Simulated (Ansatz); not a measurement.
The parent structure is ZnTe in the zinc blende structure (space group F-43m, No. 216; a = 6.115 Å). Axes: x, y, z lie along the cube axes.

Modification: tensile biaxial strain of 1.35 % in the plane normal to [111], as in epitaxy on a mismatched substrate; the out-of-plane cell vector and the atoms relax.

The values are results of Ansatz (a quantum-chemistry and plane-wave program), r2SCAN, PAW, cutoff 500 eV, without spin-orbit coupling, earlier PAW set, not measurements.

Q: Give the band edges at the high-symmetry points of the new zone, measured from its valence-band maximum.

A: 
```tsv
point	valence edge (eV)	conduction edge (eV)
Γ	0.00	1.60
T	-1.04	1.93
H₂	-2.62	4.71
H₀	-2.62	4.71
L	-0.89	2.15
S₀	-1.80	3.03
S₂	-1.80	3.03
F	-2.15	2.48
```

The gap is 1.60 eV, direct at Γ.

With Te present, leaving out spin-orbit coupling can change the band edges. No phonon test of stability was made. k-point labels follow each cell's own Brillouin zone.
